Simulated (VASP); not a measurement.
Here is a VASP 6.6.1 calculation.

Contents of INCAR:

```
PREC = Accurate
ENCUT = 600
EDIFF = 1E-6
ISMEAR = -1
SIGMA = 0.05
LREAL = False
LASPH = True
NELM = 100
ALGO = Normal
ISIF = 3
LWAVE = False
LCHARG = False
ISPIN = 2
MAGMOM = 3 0
LORBIT = 11
LMAXMIX = 4
GGA = PS
IBRION = 2
NSW = 60
EDIFFG = -0.005
```

The input KPOINTS:

```
regular mesh
0
Gamma
  10 10 10
```

The input POSCAR:

```
FeO
1.0
   -1.6021034130      1.6021034130      2.0833922500
    1.6021034130     -1.6021034130      2.0833922500
    1.6021034130      1.6021034130     -2.0833922500
Fe O
1 1
Direct
    0.0000000000      0.0000000000      0.0000000000
    0.5000000000      0.5000000000      0.0000000000
```

Potentials or basis: VASP PAW PBE potentials, release 64 (Fe, O).

Launch:

```sh
$ cat potpaw_PBE.64/Fe/POTCAR potpaw_PBE.64/O/POTCAR > POTCAR
$ mpirun -np 1 vasp_std > vasp.out
```

Problem. Predict the site moments.

Solution. Fe +3.60; O +0.31 μB.

Problem. What does it give for the space group after relaxing (to 0.05 Å)?

Solution. Fm-3m (No. 225).

Problem. What does it give for the relaxed cell?

Solution. a = 3.003 Å, b = 3.003 Å, c = 3.003 Å, α = 120.01°, β = 120.01°, γ = 89.98°.

The path:
| step | energy change (eV) | largest force (eV/Å) | pressure (GPa) | volume (Å³) |
| --- | --- | --- | --- | --- |
| 1 | 0.0000 | 0.0000 | -16.15 | 21.39 |
| 2 | -0.0862 | 0.0000 | 11.78 | 18.22 |
| 3 | -0.1196 | 0.0000 | 0.69 | 19.23 |
| 4 | -0.1432 | 0.0000 | 1.51 | 19.06 |
| 5 | -0.1511 | 0.0000 | 3.19 | 18.88 |
| 6 | -0.1520 | 0.0000 | -2.88 | 19.43 |
| 7 | -0.1543 | 0.0000 | -0.17 | 19.17 |
| 8 | -0.1544 | 0.0000 | -0.09 | 19.16 |
| 9 | -0.1545 | 0.0000 | 0.02 | 19.15 |

Caveat: the PAW data sets were made with another functional, which shifts forces and pressure a little; a cell with one magnetic atom can't hold antiferromagnetic order, which such compounds often take.
